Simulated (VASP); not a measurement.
A run of VASP 6.6.1:

The input INCAR:

```
SYSTEM = Sn
ALGO = Fast
EDIFF = 1E-6
ENCUT = 520
GGA = PE
ISIF = 2
ISMEAR = 0
LASPH = .True.
LCHARG = .False.
LREAL = .False.
LWAVE = .False.
NBANDS = 13
NELM = 100
PREC = Accurate
SIGMA = 0.1
```

File KPOINTS:

```
k-points
0
Gamma
  16 16 16
  0 0 0
```

POSCAR

```
Sn
1.0
   -1.7627272574      1.8644663938      2.4595382659
    1.7627272574     -1.8644663938      2.4595382659
    1.7627272574      1.8644663938     -2.4595382659
Sn
1
Direct
    0.0000000000      0.0000000000      0.0000000000
```

Potentials or basis: VASP PAW PBE potentials, release 64 (Sn_d).

The run is started by

```sh
$ cat potpaw_PBE.64/Sn_d/POTCAR > POTCAR
$ mpirun -np 1 vasp_std > vasp.out
```

Hardware: 1 thread of Intel(R) Xeon(R) Platinum 8259CL CPU @ 2.50GHz (Skylake/Cascade Lake) (shared host).

How long does it take, and how much memory?

Wall time 3.8 min on 1 thread of Intel(R) Xeon(R) Platinum 8259CL CPU @ 2.50GHz (Skylake/Cascade Lake), with other jobs on the host, peak memory 0.35 GiB. Counts: scf iterations 12, k points 621.
